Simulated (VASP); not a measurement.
Wanted: the native input for a VASP 6.6.1 run.

```yaml
Task: single point
Functional: PBE
Potentials_or_basis: VASP PAW PBE potentials, release 64 (Sn_d)
Cutoff: 520 eV
k_mesh: 11 × 11 × 11
Occupations: gaussian, width 0.02 eV
Spin: no spin polarisation
Further_INCAR_settings: ALGO = Normal; EDIFF = 1e-06
```

The structure of Sn lies in POSCAR:

```
Sn
3.4061
   -0.506896156895      0.521284460233      0.686515956666
    0.506896156895     -0.521284460233      0.686515956666
    0.506896156895      0.521284460233     -0.686515956666
Sn
1
Direct
    0.0000000000      0.0000000000      0.0000000000
```

This isn't the form of Sn at room conditions, which is tetragonal (white tin).

One way to write it, as run:

INCAR

```
ALGO = Normal
EDIFF = 1E-6
ENCUT = 520
GGA = PE
ISIF = 2
ISMEAR = 0
LASPH = True
LCHARG = False
LREAL = False
LWAVE = False
NELM = 80
PREC = Accurate
SIGMA = 0.02
```

KPOINTS

```
k-points
0
Gamma
  11 11 11
```

Potentials or basis: VASP PAW PBE potentials, release 64 (Sn_d).

The run is started by

```console
$ cat potpaw_PBE.64/Sn_d/POTCAR > POTCAR
$ mpirun -np 1 vasp_std > vasp.out
```

It gave:

- Pressure: -1.1 GPa
- Band gap on the k mesh: none (metal or under the smearing width)

Wall time 29 s on 1 thread of AMD EPYC 9R45 (Zen 5) (shared host), peak memory 0.17 GiB.
